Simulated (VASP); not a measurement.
# GaSb (F-43m) in VASP: notebook

GaSb is run at these levels: HSE06, B3LYP; tasks: single point.

All numbers are computed with VASP 6.6.1; they aren't measurements. Logs are shortened: lines on timing, memory, paths and dates and some standing lists are left out, and cuts for length are marked.

**The experiment to reproduce.**

A printed reference work, data compilation reports, for a bulk crystal of GaSb at 4.2 K: band gap 0.811 eV (direct).

The results are compared with them further down.

**1. The cell of the first run**

The structure is cubic, space group F-43m (No. 216). The conventional cell has a = 6.118 Å, b = 6.118 Å, c = 6.118 Å, α = 90.00°, β = 90.00°, γ = 90.00°. Within 3.5 Å of Sb (site symmetry -43m) lie 4 Ga at 2.65 Å. Within 3.5 Å of Ga (site symmetry -43m) lie 4 Sb at 2.65 Å.

**2. Single point, HSE06**

The input, POSCAR:

```
GaSb
1.0
    0.0000000000      3.0590000000      3.0590000000
    3.0590000000      0.0000000000      3.0590000000
    3.0590000000      3.0590000000      0.0000000000
Sb Ga
1 1
Direct
    0.7500000000      0.7500000000      0.7500000000
    0.0000000000      0.0000000000      0.0000000000
```

The input, INCAR.step1:

```
PREC = Accurate ; ENCUT = 520
EDIFF = 1E-5 ; ISMEAR = -1
SIGMA = 0.05 ; LREAL = F
LASPH = T ; NELM = 100
ALGO = Normal ; ISIF = 2
LWAVE = T ; GGA = PE
NBANDS = 16
```

The input, INCAR.step2:

```
PREC = Accurate ; ENCUT = 520
EDIFF = 1E-6 ; ISMEAR = -1
SIGMA = 0.05 ; LREAL = F
LASPH = T ; NELM = 100
ALGO = Normal ; ISIF = 2
LWAVE = F ; LCHARG = T
GGA = PE ; LHFCALC = T
HFSCREEN = 0.2079 ; PRECFOCK = Normal
LELF = T ; LVHAR = T
ISTART = 1 ; NBANDS = 16
```

The input, KPOINTS:

```
regular mesh
0
Gamma
  6 6 6
```

Potentials or basis: VASP PAW PBE potentials, release 64 (Sb, Ga_d).

Started as:

```bash
cat potpaw_PBE.64/Sb/POTCAR potpaw_PBE.64/Ga_d/POTCAR > POTCAR
cp INCAR.step1 INCAR
mpirun -np 1 vasp_std > vasp.out
cp INCAR.step2 INCAR
mpirun -np 1 vasp_std > vasp.out
```

OUTCAR:

```text
PREC = Accurate
   ENCUT = 520
   EDIFF = 1E-6
   ISMEAR = -1
   LREAL = F
   LASPH = T
   NELM = 100
   ISIF = 2
   GGA = PE
   LHFCALC = T
   HFSCREEN = 0.2079
   PRECFOCK = Normal
   ISTART = 1

 ion  position               nearest neighbor table
   1  0.750  0.750  0.750-   2 2.65   2 2.65   2 2.65   2 2.65
   2  0.000  0.000  0.000-   1 2.65   1 2.65   1 2.65   1 2.65

  LATTYP: Found a face centered cubic cell.
 ALAT       =     6.1180000000

  Lattice vectors:

 A1 = (   0.0000000000,   3.0590000000,   3.0590000000)
 A2 = (   3.0590000000,   0.0000000000,   3.0590000000)
 A3 = (   3.0590000000,   3.0590000000,   0.0000000000)

Analysis of symmetry for initial positions (statically):
=====================================================================
 Subroutine PRICEL returns:
 Original cell was already a primitive cell.

 Routine SETGRP: Setting up the symmetry group for a
 face centered cubic supercell.

 Subroutine GETGRP returns: Found 24 space group operations
 (whereof 24 operations were pure point group operations)
 out of a pool of 48 trial point group operations.

The static configuration has the point symmetry T_d .

Analysis of symmetry for dynamics (positions and initial velocities):
=====================================================================
 Subroutine PRICEL returns:
 Original cell was already a primitive cell.

 Routine SETGRP: Setting up the symmetry group for a
 face centered cubic supercell.

 Subroutine GETGRP returns: Found 24 space group operations
 (whereof 24 operations were pure point group operations)
 out of a pool of 48 trial point group operations.

The dynamic configuration has the point symmetry T_d .

 Subroutine INISYM returns: Found 24 space group operations
 (whereof 24 operations are pure point group operations),
 and found     1 'primitive' translations

----------------------------------------------------------------------------------------

                                     Primitive cell

  volume of cell :      57.2491

  direct lattice vectors                    reciprocal lattice vectors
     0.000000000  3.059000000  3.059000000    -0.163452109  0.163452109  0.163452109
     3.059000000  0.000000000  3.059000000     0.163452109 -0.163452109  0.163452109
     3.059000000  3.059000000  0.000000000     0.163452109  0.163452109 -0.163452109

  length of vectors
     4.326079287  4.326079287  4.326079287     0.283107357  0.283107357  0.283107357

  position of ions in fractional coordinates (direct lattice)
     0.750000000  0.750000000  0.750000000
     0.000000000  0.000000000  0.000000000

  ion indices of the primitive-cell ions
   primitive index   ion index
                 1           1
                 2           2

----------------------------------------------------------------------------------------

 KPOINTS: regular mesh

Automatic generation of k-mesh.
 Grid dimensions read from file:
 generate k-points for:    6    6    6

 Generating k-lattice:

  Cartesian coordinates                     Fractional coordinates (reciprocal lattice)
    -0.027242018  0.027242018  0.027242018     0.166666667  0.000000000  0.000000000
     0.027242018 -0.027242018  0.027242018     0.000000000  0.166666667  0.000000000
     0.027242018  0.027242018 -0.027242018     0.000000000  0.000000000  0.166666667

  Length of vectors
     0.047184559  0.047184559  0.047184559

  Shift w.r.t. Gamma in fractional coordinates (k-lattice)
     0.000000000  0.000000000  0.000000000

 Subroutine IBZKPT returns following result:
 ===========================================

 Found     16 irreducible k-points:

 Following reciprocal coordinates:
            Coordinates               Weight
  0.000000  0.000000  0.000000      1.000000
  0.166667  0.000000  0.000000      8.000000
  0.333333  0.000000  0.000000      8.000000
  0.500000  0.000000  0.000000      4.000000
  0.166667  0.166667  0.000000      6.000000
  0.333333  0.166667  0.000000     24.000000
[... 8 lines left out ...]
 -0.333333  0.333333  0.166667     24.000000
 -0.333333  0.500000  0.166667     12.000000
   k-points           NKPTS =     16   k-points in BZ     NKDIM =    216   number of bands    NBANDS=     16
   number of dos      NEDOS =    301   number of ions     NIONS =      2
   total plane-waves  NPLWV =  32768
   dimension x,y,z NGX =    32 NGY =   32 NGZ =   32
   dimension x,y,z NGXF=    64 NGYF=   64 NGZF=   64
   ions per type =               1   1
   NGX,Y,Z   is equivalent  to a cutoff of  12.30, 12.30, 12.30 a.u.
   NGXF,Y,Z  is equivalent  to a cutoff of  24.59, 24.59, 24.59 a.u.
 SYSTEM =  unknown system
   PREC   = accura    normal or accurate (medium, high low for compatibility)
   ISTART =      1    job   : 0-new  1-cont  2-samecut
   ICHARG =      0    charge: 1-file 2-atom 10-const
   ISPIN  =      1    spin polarized calculation?
   LNONCOLLINEAR =      F non collinear calculations
   LSORBIT =      F    spin-orbit coupling
   LASPH  =      T    aspherical Exc in radial PAW
   ENCUT  =  520.0 eV  38.22 Ry    6.18 a.u.   8.04  8.04  8.04*2*pi/ulx,y,z
   NELM   =    100;   NELMIN=  2; NELMDL=  0     # of ELM steps
   EDIFF  = 0.1E-05   stopping-criterion for ELM
   LREAL  =      F    real-space projection
   EDIFFG = 0.1E-04   stopping-criterion for IOM
   NSW    =      0    number of steps for IOM
   IBRION =     -1    ionic relax: 0-MD 1-quasi-New 2-CG
   NFREE  =      0    steps in history (QN), initial steepest desc. (CG)
   ISIF   =      2    stress and relaxation
   ISYM   =      3    0-nonsym 1-usesym 2-fastsym
   POTIM  = 0.5000    time-step for ionic-motion
   TEBEG  =    0.0;   TEEND  =   0.0 temperature during run
   PSTRESS=    0.0 pullay stress
   NELECT =      18.0000    total number of electrons
   NUPDOWN=      -1.0000    fix difference up-down
   EMIN   =  10.00;   EMAX   =-10.00  energy-range for DOS
   EFERMI =   0.00;   METHOD = LEGACY
   ISMEAR =    -1;   SIGMA  =   0.05  broadening in eV -4-tet -1-fermi 0-gaus
   EFERMI_NEDOS =   21; number of points for ismear=-14 and -15
   IALGO  =     38    algorithm
   IMIX   =      1    mixing-type and parameters
     AMIX     =   0.40;   BMIX     =  1.00
     AMIX_MAG =   1.60;   BMIX_MAG =  1.00
  volume/ion in A,a.u.               =      28.62       193.17
  Fermi-wavevector in a.u.,A,eV,Ry     =   1.113208  2.103657 16.860766  1.239231
  Thomas-Fermi vector in A             =   2.249790
   LORBIT       =      0    0 simple, 1 ext, 2 COOP (PROOUT), +10 PAW based schemes
   GGA     = PE    functional components
   LHFCALC =     T    Hartree Fock is set to
   PRECFOCK=normal    Normal, Fast or Accurate (Low or Medium for compatibility)
   ENCUT4O =  -1.0   cutoff for four orbital integrals eV
   NKREDX  =     1    reduce k-point grid by
   NKREDY  =     1    reduce k-point grid by
   NKREDZ  =     1    reduce k-point grid by
   AEXX    =    0.2500 exact exchange contribution
   HFSCREEN=    0.2079 screening length (either q_TF or 0.3 A-1)
   HFSCREENC=   0.2079 screening length for correlation (either q_TF or 0.3 A-1)
   ENCUTFOCK=  -1.0 apply spherical cutoff to Coloumb kernel
   IVDW    =     0    specifies the selected vdW correction
   LEPSILON=     F    determine dielectric tensor
   LRPA    =     F    only Hartree local field effects (RPA)
 non-spin polarized calculation
  energy-cutoff  :      520.00
  volume of cell :       57.25
 maximum number of plane-waves:      1572
  NGX = 28; NGY = 28; NGZ = 28

 number of electron      17.9999986 magnetization

 Free energy of the ion-electron system (eV)
  ---------------------------------------------------
  ext. energy  EPLUGINS =         0.00000000
  ---------------------------------------------------
  free energy    TOTEN  =        -8.92573916 eV

  energy without entropy =       -8.92573579  energy(sigma->0) =       -8.92573747

 E-fermi :   4.9231     XC(G=0):  -7.5795

 val. band max:        4.4742521442   @ k =   0.0000   0.0000   0.0000
 cond. band min:       5.3198160862   @ k =   0.0000   0.0000   0.0000
 fundamental gap:      0.8455639421
 Fermi energy:         4.9231268040

 k-point     1 :       0.0000    0.0000    0.0000
  band No.  band energies     occupation
      1     -13.1852      2.00000
      2     -13.1852      2.00000
      3     -13.1852      2.00000
      4     -13.1335      2.00000
      5     -13.1335      2.00000
      6      -8.0826      2.00000
[... 8 lines left out ...]
     15      13.9192      0.00000
     16      13.9192      0.00000

 k-point     2 :       0.1667    0.0000    0.0000
  band No.  band energies     occupation
      1     -13.1897      2.00000
      2     -13.1824      2.00000
      3     -13.1824      2.00000
      4     -13.1338      2.00000
      5     -13.1338      2.00000
      6      -7.7729      2.00000
[... 8 lines left out ...]
     15      12.8949      0.00000
     16      12.8949      0.00000

 k-point     3 :       0.3333    0.0000    0.0000
  band No.  band energies     occupation
      1     -13.1986      2.00000
      2     -13.1773      2.00000
      3     -13.1773      2.00000
      4     -13.1339      2.00000
      5     -13.1339      2.00000
      6      -6.9425      2.00000
[... 8 lines left out ...]
     15      13.4600      0.00000
     16      13.4600      0.00000

 k-point     4 :       0.5000    0.0000    0.0000
  band No.  band energies     occupation
      1     -13.2031      2.00000
      2     -13.1751      2.00000
      3     -13.1751      2.00000
      4     -13.1336      2.00000
      5     -13.1336      2.00000
      6      -6.2829      2.00000
[... 8 lines left out ...]
     15      15.4300      0.00000
     16      15.4300      0.00000
[... 172 lines left out ...]
 k-point    14 :       0.5000    0.3333    0.1667
  band No.  band energies     occupation
      1     -13.2079      2.00000
      2     -13.1718      2.00000
      3     -13.1692      2.00000
      4     -13.1382      2.00000
      5     -13.1324      2.00000
      6      -6.2270      2.00000
[... 8 lines left out ...]
     15      14.5455      0.00000
     16      16.5680      0.00000

 k-point    15 :      -0.3333    0.3333    0.1667
  band No.  band energies     occupation
      1     -13.2100      2.00000
      2     -13.1710      2.00000
      3     -13.1669      2.00000
      4     -13.1377      2.00000
      5     -13.1334      2.00000
      6      -5.6345      2.00000
[... 8 lines left out ...]
     15      16.0002      0.00000
     16      16.1956      0.00000

 k-point    16 :      -0.3333    0.5000    0.1667
  band No.  band energies     occupation
      1     -13.2140      2.00000
      2     -13.1679      2.00000
      3     -13.1638      2.00000
      4     -13.1405      2.00000
      5     -13.1321      2.00000
      6      -5.3186      2.00000
[... 8 lines left out ...]
     15      15.6010      0.00000
     16      16.9429      0.00000

------------------------ aborting loop because EDIFF is reached ----------------------------------------

  FORCE on cell =-STRESS in cart. coord.  units (eV):
  Direction    XX          YY          ZZ          XY          YZ          ZX
  --------------------------------------------------------------------------------------
  -------------------------------------------------------------------------------------
  Total        0.0210954      0.0210954      0.0210954      0.0000000      0.0000000     -0.0000000
  in kB        0.5903767      0.5903767      0.5903767      0.0000000      0.0000000     -0.0000000
  external PRESSURE =       0.5903767 kB  Pullay stress =       0.0000000 kB

 VOLUME and BASIS-vectors are now :
 -----------------------------------------------------------------------------
  energy-cutoff  :      520.00
  volume of cell :       57.25
      direct lattice vectors                 reciprocal lattice vectors
     0.000000000  3.059000000  3.059000000    -0.163452109  0.163452109  0.163452109
     3.059000000  0.000000000  3.059000000     0.163452109 -0.163452109  0.163452109
     3.059000000  3.059000000  0.000000000     0.163452109  0.163452109 -0.163452109

 POSITION                                       TOTAL-FORCE (eV/Angst)
 -----------------------------------------------------------------------------------
      4.58850      4.58850      4.58850        -0.000000      0.000000      0.000000
      0.00000      0.00000      0.00000         0.000000     -0.000000      0.000000
 -----------------------------------------------------------------------------------
    total drift:                               -0.000004      0.000013      0.000003

  FREE ENERGIE OF THE ION-ELECTRON SYSTEM (eV)
  ---------------------------------------------------
  free  energy   TOTEN  =        -8.9257391556 eV

  energy  without entropy=       -8.9257357926  energy(sigma->0) =       -8.92573747
```

Run time: 75 min. Hardware: 1 thread of Intel Xeon Platinum 8375C at 2.90GHz (Ice Lake), shared host; peak memory 0.32 GiB.

Results:

```yaml
Free_energy: -8.9257 eV
Pressure: 0.1 GPa
Band_gap_on_the_k_mesh: 0.85 eV
```

Caveat: the PAW data sets were made with another functional, which shifts forces and pressure a little; spin-orbit coupling is left out, which moves the levels of the heavy elements.

**3. Single point, B3LYP**

This run uses another cell than the first one, of 26.91 Å³/atom.

The input, POSCAR:

```
GaSb
1.0
    0.0000000000      2.9965539066      2.9965539066
    2.9965539066      0.0000000000      2.9965539066
    2.9965539066      2.9965539066      0.0000000000
Sb Ga
1 1
Direct
    0.7500000000      0.7500000000      0.7500000000
    0.0000000000      0.0000000000      0.0000000000
```

The input, INCAR.step1:

```
SYSTEM = GaSb
PREC = Accurate ; ENCUT = 520
EDIFF = 1E-5 ; ISMEAR = -1
SIGMA = 0.05 ; LREAL = .False.
LASPH = .True. ; NELM = 60
ALGO = Normal ; ISIF = 2
LWAVE = .True. ; LCHARG = .False.
NBANDS = 16 ; GGA = PE
```

The input, INCAR.step2:

```
SYSTEM = GaSb
PREC = Accurate ; ENCUT = 520
EDIFF = 1E-7 ; ISMEAR = -1
SIGMA = 0.05 ; LREAL = .False.
LASPH = .True. ; NELM = 60
ALGO = Normal ; ISIF = 2
LWAVE = .False. ; LCHARG = .False.
GGA = B3 ; LHFCALC = .True.
AEXX = 0.2 ; AGGAX = 0.72
AGGAC = 0.81 ; ALDAC = 0.19
PRECFOCK = Normal ; NBANDS = 16
ISTART = 1
```

The input, KPOINTS:

```
regular mesh
0
Gamma
  4 4 4
  0 0 0
```

Potentials or basis: VASP PAW PBE potentials, release 64 (Sb, Ga_d).

Started as:

```bash
cat potpaw_PBE.64/Sb/POTCAR potpaw_PBE.64/Ga_d/POTCAR > POTCAR
cp INCAR.step1 INCAR
mpirun -np 1 vasp_std > vasp.out
cp INCAR.step2 INCAR
mpirun -np 1 vasp_std > vasp.out
```

Run time: 4.8 min. Hardware: 1 thread of Intel Xeon Platinum 8488C (Sapphire Rapids), shared host; peak memory 0.19 GiB.

The run converged. Its results:

```
Free energy            : -7.8808 eV
Pressure               : 7.4 GPa
Band gap on the k mesh : 1.61 eV
```

Levels at points of the mesh, in eV from the valence-band top:
```csv
k point,band 7,band 8,band 9,band 10,band 11,band 12
"(0.00, 0.00, 0.00)",0.00,0.00,0.00,1.61,3.93,3.93
"(0.50, 0.00, 0.00)",-7.18,-1.34,-1.34,1.65,4.99,4.99
"(0.50, 0.50, 0.00)",-7.67,-2.98,-2.98,1.96,2.30,10.64
```

Caveat: the k points lie up to 0.45 Å⁻¹ apart; the PAW data sets were made with another functional, which shifts forces and pressure a little; spin-orbit coupling is left out, which moves the levels of the heavy elements. A k mesh can miss the band edges.

**4. Comparison with measurements**

Step 2. A measured gap of GaSb is 0.811 eV (direct; 4.2 K; a printed reference work, data compilation); the calculated 0.85 eV misses it by +0.03 eV. Spin-orbit coupling on Ga, Sb is left out. The value is that of HSE06 on a finite k mesh, which can miss the band edges, without temperature or zero-point motion.
